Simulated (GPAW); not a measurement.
# MnO (Fm-3m) in GPAW: a series of runs

Aim: see how the results for MnO move with the level of theory and the settings. Levels: PBE+U, LDA+U. Tasks: single point from a typed occupation.

Program: GPAW 26.7.0. These are calculated values, not measurements. Logs are shortened: lines on timing, memory, paths and dates and some standing lists are left out, and cuts for length are marked. The log counts tension as positive stress, the text compression.

**1. Starting point**

Symmetry: Fm-3m, No. 225, cubic system. The conventional cell has a = 4.444 Å, b = 4.444 Å, c = 4.444 Å, α = 90.00°, β = 90.00°, γ = 90.00°. Around Mn (site symmetry m-3m) lie 6 O at 2.22 Å. O (site symmetry m-3m) is surrounded by 6 Mn at 2.22 Å.

**2. Single point from a typed occupation, PBE+U, collinear spin, ferromagnetic start**

run.py reads:

```python
import numpy as np
from ase.io import read
from ase.units import Ha
from gpaw import PW
from gpaw.dft import DFT
from gpaw.hubbard import aoom

atoms = read('POSCAR')
atoms.set_initial_magnetic_moments([5.0, 0.0])

def hold(setup, l, U, n_smm):
    """Build the Hubbard potential of this atom from a typed occupation matrix."""
    free = setup.hubbard_u.calculate

    def calculate(setup, D_sii):
        energy, dH_sii = free(setup, D_sii)
        m = 2 * l + 1
        first = np.cumsum([0] + [2 * x + 1 for x in setup.l_j])
        blocks = [slice(first[j], first[j] + m) for j, x in enumerate(setup.l_j) if x == l]
        for s, n_mm in enumerate(n_smm):
            _, V_ii = aoom(D_sii[s], l, setup.l_j, setup.n_j, setup.N0_q)
            for i1 in blocks:
                for i2 in blocks:
                    V_ii[i1, i2] *= U / Ha / 2 * (np.eye(m) - 2 * np.array(n_mm))
            dH_sii[s] = V_ii
        return energy, dH_sii

    setup.hubbard_u.calculate = calculate
    return free

# occupation matrices [spin][m][m'] in real spherical harmonics, m = -l ... l
start = {
    0: [[[1.0, 0.0, 0.0, 0.0, 0.0],
         [0.0, 1.0, 0.0, 0.0, 0.0],
         [0.0, 0.0, 1.0, 0.0, 0.0],
         [0.0, 0.0, 0.0, 1.0, 0.0],
         [0.0, 0.0, 0.0, 0.0, 1.0]],
        [[0.0, 0.0, 0.0, 0.0, 0.0],
         [0.0, 0.0, 0.0, 0.0, 0.0],
         [0.0, 0.0, 0.0, 0.0, 0.0],
         [0.0, 0.0, 0.0, 0.0, 0.0],
         [0.0, 0.0, 0.0, 0.0, 0.0]]],
}

dft = DFT(atoms,
          mode=PW(600),
          xc='PBE',
          kpts={'size': (7, 7, 7), 'gamma': True},
          occupations={'name': 'methfessel-paxton', 'order': 0, 'width': 0.05},
          setups={0: ':d,2.0'},
          nbands=23,
          convergence={'density': 0.0001, 'energy': 1e-05},
          maxiter=120,
          symmetry={'point_group': False},
          converge=False,
          txt='gpaw.txt')
free = {a: hold(dft.setups[a], l, 2, start[a]) for a, l in {0: 2}.items()}
dft.converge(steps=9)
for a, calculate in free.items():
    dft.setups[a].hubbard_u.calculate = calculate
dft.converge()
print(f'Energy: {dft.calculate_energy():.6f} eV')
print('Forces (eV/A):')
print(dft.calculate_forces().round(4))
print('Stress (eV/A^3):', dft.calculate_stress().round(6))
print('Moments:', dft.magmoms()[1][:, 2].round(3))
dft.write_converged()
dft.write_gpw_file('gs.gpw')
for a, l in {0: 2}.items():
    setup = dft.setups[a]
    for s, D_ii in enumerate(dft.density.D_asii[a]):
        n_mm = aoom(D_ii, l, setup.l_j, setup.n_j, setup.N0_q)[0]
        print(f'atom {a} spin {s} trace {n_mm.trace():.4f} eigenvalues', *np.linalg.eigvalsh(n_mm).round(3))
        np.savetxt(f'occupation-{a}-{s}.dat', n_mm, fmt='%8.4f')
```

POSCAR reads:

```
MnO
1.0
    0.0000000000      2.2220003300      2.2220003300
    2.2220003300      0.0000000000      2.2220003300
    2.2220003300      2.2220003300      0.0000000000
Mn O
1 1
Direct
    0.0000000000      0.0000000000      0.0000000000
    0.5000000000      0.5000000000      0.5000000000
```

Potentials or basis: GPAW PAW data sets (gpaw-data 1.2.1), pw.

Run with:

```
$ OMP_NUM_THREADS=1 python run.py
```

gpaw.txt:

```text
Diagonalizing LCAO Hamiltonian
Converting LCAO to pw mode

              O

       Mn

Atoms  # Å, Bohr magnetons
|   | symbol |        x |        y |        z |    initial magnetic moments |
|---|--------|----------|----------|----------|-----------------------------|
| 0 |     Mn | 0.000000 | 0.000000 | 0.000000 | ( 0.0000,  0.0000,  5.0000) |
| 1 |      O | 2.222000 | 2.222000 | 2.222000 | ( 0.0000,  0.0000,  0.0000) |

Unit cell  # Å
| periodic |        x |        y |        z |  lengths |    angles |
|----------|----------|----------|----------|----------|-----------|
|      yes | 0.000000 | 2.222000 | 2.222000 | 3.142383 | 60.000000 |
|      yes | 2.222000 | 0.000000 | 2.222000 | 3.142383 | 60.000000 |
|      yes | 2.222000 | 2.222000 | 0.000000 | 3.142383 | 60.000000 |

Number of symmetries: 1
Symmetry operations  # r_c * U_cc + t_c -> r_c
|   | kind |            matrix            |
|---|------|------------------------------|
| 0 |  E   |  1, 0, 0,  0, 1, 0,  0, 0, 1 |

BZ-sampling:
  Number of BZ points: 343
  Number of IBZ points: 172

  Monkhorst-Pack size: [7, 7, 7]
  Monkhorst-Pack shift: [0, 0, 0]

K-points  # in reciprocal-cell coordinates
|     |                                coordinates |     weight |
|-----|--------------------------------------------|------------|
|   0 | (  0.00000000,   0.00000000,   0.00000000) | 0.00291545 |
|   1 | (  0.00000000,   0.00000000,   0.14285714) | 0.00583090 |
|   2 | (  0.00000000,   0.00000000,   0.28571429) | 0.00583090 |
|   3 | (  0.00000000,   0.00000000,   0.42857143) | 0.00583090 |
|   4 | (  0.00000000,   0.14285714,  -0.42857143) | 0.00583090 |
|   5 | (  0.00000000,   0.14285714,  -0.28571429) | 0.00583090 |
|   6 | (  0.00000000,   0.14285714,  -0.14285714) | 0.00583090 |
|   7 | (  0.00000000,   0.14285714,   0.00000000) | 0.00583090 |
|   8 | (  0.00000000,   0.14285714,   0.14285714) | 0.00583090 |
|   9 | (  0.00000000,   0.14285714,   0.28571429) | 0.00583090 |
| ... |                                            |            |
| 171 | (  0.42857143,   0.42857143,   0.42857143) | 0.00583090 |

Plane wave coefficients: 748
Cutoff: 600.0 eV

Spin-components: 2 (collinear spins)
Bands:           23
Projectors:      11
Spin-degeneracy: 1
Datatype:        complex128

Parallelization:
  kpt:    1
  domain: 1
  band:   1

Density:
  Valence electrons: 21.0
  Components: 2
  Grid points: [18 18 18]
  Charge: 0.0  # |e|

Potential:
  Grid points: [18 18 18]

species:
  Mn:
    name:    Manganese
    Z:       25.0
    valence: 15
    core:    10
    charge:  0.0  # [|e|]
    Hubbard: {U: 2.0,  # eV
              l: 2,
              scale: True}
    compensation charges:
      type: gauss
      rc: 0.38  # [Å]
      lmax: 2
    cutoffs:
      filter: 2.14  # [Å]
      core: 0.86  # [Å]
    projectors
    | kind |    occ | energy [eV] | rcut [Å] |
    |------|--------|-------------|----------|
    |   3s |  2.000 |     -85.859 |    1.275 |
    |   4s |  2.000 |      -5.106 |    1.275 |
    |   3p |  6.000 |     -54.597 |    1.281 |
    |   4p |  0.000 |      -1.371 |    1.281 |
    |   3d |  5.000 |      -6.771 |    1.138 |
    |    d |        |      20.441 |    1.138 |

    Using partial waves for Mn as LCAO basis

  O:
    name:    Oxygen
    Z:       8.0
    valence: 6
    core:    2
    charge:  0.0  # [|e|]
    compensation charges:
      type: gauss
      rc: 0.21  # [Å]
      lmax: 2
    cutoffs:
      filter: 1.17  # [Å]
      core: 0.83  # [Å]
    projectors
    | kind |    occ | energy [eV] | rcut [Å] |
    |------|--------|-------------|----------|
    |   2s |  2.000 |     -23.961 |    0.688 |
    |   2p |  4.000 |      -9.029 |    0.598 |
    |    s |        |       3.251 |    0.688 |
    |    p |        |      18.182 |    0.598 |
    |    d |        |       0.000 |    0.619 |

    Using partial waves for O as LCAO basis

Reference energy: -33554.940374  # eV

eigensolver:
  PPCG
  Converge bands: occupied
  niter=2

density mixing:
  MSR1-Mixer
  Pratt-step length: 0.05
  Maximum mixing coefficient: 0.75
  Old densities: 10
  SVD Regularization: 0.005
  Good broyden scale: 1.0
  Trust region scale: 1.0
  Backstep threshold: 4.0
  History deletion threshold: 6.0
  Fourier metric: weight=20.0, sigma=0.015

occupation numbers:
  Methfessel-Paxton:
    width: 0.0500  # eV
    order: 0

poisson solver:
  ecut: 4800.0  # eV

xc functional:
  name: PBE with 2 nearest neighbor stencil

convergence criteria:
- Maximum integral of absolute [dens]ity change: 0.0001 electrons / valence electron
- Maximum [total energy] change in last 3 cyles: 1e-05 eV / valence electron
- Maximum integral of absolute [eigenst]ate change: 4e-08 eV^2 / valence electron
maximum number of iterations: 120

SCF iterations
|iter     | |      energy | eigst |  dens |  magmom |
|---------|-|-------------|-------|-------|---------|
|iter:   1| |  -17.918338 | -0.08 |       |  +5.0041|
|iter:   2| |  -17.619950 | -2.37 | -0.96 |  +5.0039|
|iter:   3| |  -16.881440 | -2.18 | -1.01 |  +5.0019|
|iter:   4| |  -16.902300 | -3.55 | -1.54 |  +5.0010|
|iter:   5| |  -16.913114 | -3.17 | -1.87 |  +5.0003|
|iter:   6| |  -16.916677 | -4.48 | -2.27 |  +5.0000|
|iter:   7| |  -16.917360 | -4.54 | -2.87 |  +5.0000|
|iter:   8| |  -16.917391 | -6.04 | -3.47 |  +5.0000|
convergence criteria:
- Maximum integral of absolute [dens]ity change: 0.0001 electrons / valence electron
- Maximum [total energy] change in last 3 cyles: 1e-05 eV / valence electron
- Maximum integral of absolute [eigenst]ate change: 4e-08 eV^2 / valence electron
maximum number of iterations: 120

SCF iterations
|iter     | |      energy | eigst |  dens |  magmom |
|---------|-|-------------|-------|-------|---------|
|iter:   1| |  -16.917338c| -9.30c|       |  +5.0000|
|iter:   2| |  -16.917716 | -6.05 | -4.99c|  +5.0000|
|iter:   3| |  -16.917685 | -7.35 | -3.07 |  +5.0000|
|iter:   4| |  -16.917720c| -7.32 | -3.13 |  +5.0000|
|iter:   5| |  -16.917716c| -7.98c| -3.06 |  +5.0000|
|iter:   6| |  -16.917647c| -6.42 | -3.07 |  +5.0000|
|iter:   7| |  -16.917714c| -6.44 | -3.31 |  +5.0000|
|iter:   8| |  -16.917715c| -8.10c| -3.07 |  +5.0000|
|iter:   9| |  -16.917715c| -8.79c| -3.07 |  +5.0000|
|iter:  10| |  -16.917715c| -9.17c| -3.07 |  +5.0000|
|iter:  11| |  -16.917715c| -9.42c| -3.07 |  +5.0000|
|iter:  12| |  -16.917715c| -9.70c| -3.07 |  +5.0000|
|iter:  13| |  -16.917715c| -9.84c| -3.07 |  +5.0000|
|iter:  14| |  -16.917715c|-10.04c| -3.07 |  +5.0000|
|iter:  15| |  -16.917715c|-10.16c| -3.07 |  +5.0000|
|iter:  16| |  -16.917715c|-10.31c| -3.07 |  +5.0000|
|iter:  17| |  -16.917715c|-10.43c| -3.07 |  +5.0000|
|iter:  18| |  -16.917715c|-10.57c| -3.07 |  +5.0000|
|iter:  19| |  -16.917715c|-10.69c| -3.07 |  +5.0000|
|iter:  20| |  -16.917715c|-10.82c| -3.07 |  +5.0000|
|iter:  21| |  -16.917715c|-10.95c| -3.07 |  +5.0000|
|iter:  22| |  -16.917715c|-11.08c| -3.07 |  +5.0000|
|iter:  23| |  -16.917715c|-11.20c| -3.07 |  +5.0000|
|iter:  24| |  -16.917715c|-11.33c| -3.07 |  +5.0000|
|iter:  25| |  -16.917715c|-11.45c| -3.07 |  +5.0000|
|iter:  26| |  -16.917715c|-11.58c| -3.07 |  +5.0000|
|iter:  27| |  -16.917715c|-11.70c| -3.07 |  +5.0000|
|iter:  28| |  -16.917715c|-11.83c| -3.07 |  +5.0000|
|iter:  29| |  -16.917715c|-11.95c| -3.07 |  +5.0000|
|iter:  30| |  -16.917715c|-12.08c| -3.07 |  +5.0000|
|iter:  31| |  -16.917715c|-12.20c| -3.07 |  +5.0000|
|iter:  32| |  -16.917716c| -8.27c| -3.07 |  +5.0000|
|iter:  33| |  -16.917716c|-10.38c| -3.07 |  +5.0000|
|iter:  34| |  -16.917716c|-11.72c| -3.07 |  +5.0000|
|iter:  35| |  -16.917701c| -8.12c| -3.07 |  +5.0000|
|iter:  36| |  -16.917710c| -8.61c| -3.10 |  +5.0000|
|iter:  37| |  -16.917715c| -9.01c| -3.08 |  +5.0000|
|iter:  38| |  -16.917677c| -7.17 | -3.07 |  +5.0000|
|iter:  39| |  -16.917703c| -7.48c| -3.17 |  +5.0000|
|iter:  40| |  -16.917654c| -6.74 | -3.10 |  +5.0000|
|iter:  41| |  -16.917697c| -6.84 | -3.30 |  +5.0000|
|iter:  42| |  -16.917643c| -6.25 | -3.12 |  +5.0000|
|iter:  43| |  -16.917667c| -6.62 | -3.54 |  +5.0000|
|iter:  44| |  -16.917645c| -6.52 | -3.24 |  +5.0000|
|iter:  45| |  -16.917647c| -7.17 | -3.72 |  +5.0000|
|iter:  46| |  -16.917647c| -7.64c| -4.34c|  +5.0000|
SCF steps: 46
Energy contributions relative to reference atoms: (reference = -33554.940374)

Energy contributions:
  Kinetic:          29.549100
  Coulomb:         -24.667763
  Zero:              0.212285
  External:          0.000000
  Xc:              -22.011161
  Entropy:          -0.000215
  Spinorbit:         0.000000
  ----------------------------
  Free energy:     -16.917755
  Extrapolated:    -16.917647

Forces  # eV/Ang
|        x |        y |        z |
|----------|----------|----------|
| -0.00000 |  0.00000 |  0.00000 |  # Mn   0
| -0.00000 | -0.00000 | -0.00000 |  # O    1

Stress tensor  # eV/Ang^3
|         x |         y |         z |
|-----------|-----------|-----------|
| -0.027514 | -0.000036 | -0.000036 |
| -0.000036 | -0.027514 | -0.000036 |
| -0.000036 | -0.000036 | -0.027514 |

Total magnetic moment: (0.000000, 0.000000, 5.000000)

Local magnetic moments
|        x |        y |        z |
|----------|----------|----------|
| 0.000000 | 0.000000 | 4.463769 |  # Mn   0
| 0.000000 | 0.000000 | 0.164158 |  # O    1

Fermi level: 7.938
Eigenvalues  # (at kpt = [0.000, 0.000, 0.000])
| band index |      eig [eV] | occ [0-1] |      eig [eV] | occ [0-1] |
|------------|---------------|-----------|---------------|-----------|
|          0 |       -73.149 |     1.000 |       -68.106 |     1.000 |
|        ... |               |           |               |           |
|          3 |       -41.953 |     1.000 |       -37.015 |     1.000 |
|          4 |       -11.908 |     1.000 |       -11.467 |     1.000 |
|          5 |         4.117 |     1.000 |         4.979 |     1.000 |
|          6 |         4.117 |     1.000 |         4.980 |     1.000 |
|          7 |         4.117 |     1.000 |         4.980 |     1.000 |
|          8 |         4.543 |     1.000 |         9.135 |     0.000 |
[... 8 lines left out ...]
|         17 |        24.213 |     0.000 |        26.499 |     0.000 |
|         18 |        27.811 |     0.000 |        30.402 |     0.000 |
|        ... |               |           |               |           |
|         22 |        30.512 |     0.000 |        32.775 |     0.000 |

No gap
No difference between direct/indirect transitions
Writing to gs.gpw (mode='')

  __  _  _
 | _ |_)|_||  |
 |__||  | ||/\| - 26.7.0

Input parameters:
  mode=PW(ecut=600.0),
  convergence={'density': 0.0001, 'energy': 1e-05},
  kpts=MonkhorstPack(size=(7, 7, 7), gamma=True),
  maxiter=120,
  nbands=23,
  occupations=Occupations(name='methfessel-paxton', order=0, width=0.05),
  setups={0: ':d,2.0'},
  symmetry=Symmetry(point_group=False),
  xc=XC(name='PBE')
# Writing to gs.gpw (mode='')
```

Wall time 6.1 min (1 thread of Intel Xeon Platinum 8488C (Sapphire Rapids), shared host); peak memory 0.26 GiB.

What came out:

```
Free energy            : -16.9178 eV
Pressure               : 4.4 GPa
Band gap on the k mesh : none (metal or under the smearing width)
Net moment             : 5.00 μB per cell
Site moments           : Mn +4.46; O +0.16 μB
```

Eigenvalues of the final occupation matrices:
```csv
site,spin,trace,eigenvalues
atom 1 ,1,5.12,1.01 1.01 1.01 1.05 1.05
atom 1 ,2,0.21,0.02 0.02 0.02 0.08 0.08
```

Caveat: the cutoff is short for stress and forces, so pressures can be off by a GPa or more; the occupation matrix was held by a function in the script for the first cycles and then freed; the end state hangs on it; a cell with one magnetic atom can't hold antiferromagnetic order, which such compounds often take.

**3. Single point from a typed occupation, PBE+U, collinear spin, ferromagnetic start**

run.py: that of step 2 with these lines changed.

```diff
@@ -59,3 +59,3 @@
 free = {a: hold(dft.setups[a], l, 2, start[a]) for a, l in {0: 2}.items()}
-dft.converge(steps=9)
+dft.converge(steps=16)
 for a, calculate in free.items():
```

POSCAR is that of step 2.

Potentials or basis: GPAW PAW data sets (gpaw-data 1.2.1), pw.

Run with:

```
$ OMP_NUM_THREADS=1 python run.py
```

gpaw.txt:

```text
Diagonalizing LCAO Hamiltonian
Converting LCAO to pw mode

              O

       Mn

Atoms  # Å, Bohr magnetons
|   | symbol |        x |        y |        z |    initial magnetic moments |
|---|--------|----------|----------|----------|-----------------------------|
| 0 |     Mn | 0.000000 | 0.000000 | 0.000000 | ( 0.0000,  0.0000,  5.0000) |
| 1 |      O | 2.222000 | 2.222000 | 2.222000 | ( 0.0000,  0.0000,  0.0000) |

Unit cell  # Å
| periodic |        x |        y |        z |  lengths |    angles |
|----------|----------|----------|----------|----------|-----------|
|      yes | 0.000000 | 2.222000 | 2.222000 | 3.142383 | 60.000000 |
|      yes | 2.222000 | 0.000000 | 2.222000 | 3.142383 | 60.000000 |
|      yes | 2.222000 | 2.222000 | 0.000000 | 3.142383 | 60.000000 |

Number of symmetries: 1
Symmetry operations  # r_c * U_cc + t_c -> r_c
|   | kind |            matrix            |
[... 248 lines left out ...]
|----------|----------|----------|
| 0.000000 | 0.000000 | 4.463779 |  # Mn   0
| 0.000000 | 0.000000 | 0.164155 |  # O    1

Fermi level: 7.938
Eigenvalues  # (at kpt = [0.000, 0.000, 0.000])
| band index |      eig [eV] | occ [0-1] |      eig [eV] | occ [0-1] |
|------------|---------------|-----------|---------------|-----------|
|          0 |       -73.149 |     1.000 |       -68.106 |     1.000 |
|        ... |               |           |               |           |
|          3 |       -41.953 |     1.000 |       -37.015 |     1.000 |
|          4 |       -11.908 |     1.000 |       -11.467 |     1.000 |
|          5 |         4.117 |     1.000 |         4.979 |     1.000 |
|          6 |         4.117 |     1.000 |         4.980 |     1.000 |
|          7 |         4.117 |     1.000 |         4.980 |     1.000 |
|          8 |         4.543 |     1.000 |         9.135 |     0.000 |
[... 8 lines left out ...]
|         17 |        24.213 |     0.000 |        26.499 |     0.000 |
|         18 |        27.811 |     0.000 |        30.401 |     0.000 |
|        ... |               |           |               |           |
|         22 |        30.512 |     0.000 |        32.775 |     0.000 |

No gap
No difference between direct/indirect transitions
Writing to gs.gpw (mode='')

  __  _  _
 | _ |_)|_||  |
 |__||  | ||/\| - 26.7.0

Input parameters:
  mode=PW(ecut=600.0),
  convergence={'density': 0.0001, 'energy': 1e-05},
  kpts=MonkhorstPack(size=(7, 7, 7), gamma=True),
  maxiter=120,
  nbands=23,
  occupations=Occupations(name='methfessel-paxton', order=0, width=0.05),
  setups={0: ':d,2.0'},
  symmetry=Symmetry(point_group=False),
  xc=XC(name='PBE')
# Writing to gs.gpw (mode='')
```

stdout:

```text
Energy: -16.917647 eV
Forces (eV/A):
[[0. 0. 0.]
 [0. 0. 0.]]
Stress (eV/A^3): [-2.7516e-02 -2.7516e-02 -2.7516e-02 -3.6000e-05 -3.6000e-05 -3.6000e-05]
Moments: [4.464 0.164]
atom 0 spin 0 trace 5.1153 eigenvalues 1.007 1.007 1.007 1.047 1.047
atom 0 spin 1 trace 0.2117 eigenvalues 0.02 0.02 0.02 0.076 0.076
```

occupation-0-0.dat:

```text
  1.0070  -0.0000  -0.0000  -0.0000   0.0000
 -0.0000   1.0070   0.0000  -0.0000  -0.0000
 -0.0000   0.0000   1.0471   0.0000   0.0000
 -0.0000  -0.0000   0.0000   1.0070   0.0000
  0.0000  -0.0000   0.0000   0.0000   1.0471
```

Run time: 7 min. Hardware: 1 thread of Intel Xeon Platinum 8488C (Sapphire Rapids), shared host; peak memory 0.26 GiB.

Results:

| Item | Value |
| --- | --- |
| Free energy | -16.9178 eV |
| Pressure | 4.4 GPa |
| Band gap on the k mesh | none (metal or under the smearing width) |
| Net moment | 5.00 μB per cell |
| Site moments | Mn +4.46; O +0.16 μB |

Eigenvalues of the final occupation matrices:
| site | spin | trace | eigenvalues |
| --- | --- | --- | --- |
| atom 1  | 1 | 5.12 | 1.01 1.01 1.01 1.05 1.05 |
| atom 1  | 2 | 0.21 | 0.02 0.02 0.02 0.08 0.08 |

Caveat: the cutoff is short for stress and forces, so pressures can be off by a GPa or more; the occupation matrix was held by a function in the script for the first cycles and then freed; the end state hangs on it; a cell with one magnetic atom can't hold antiferromagnetic order, which such compounds often take. The state reached can hang on the start; a lower one may exist.

[end of part 1 of 3]
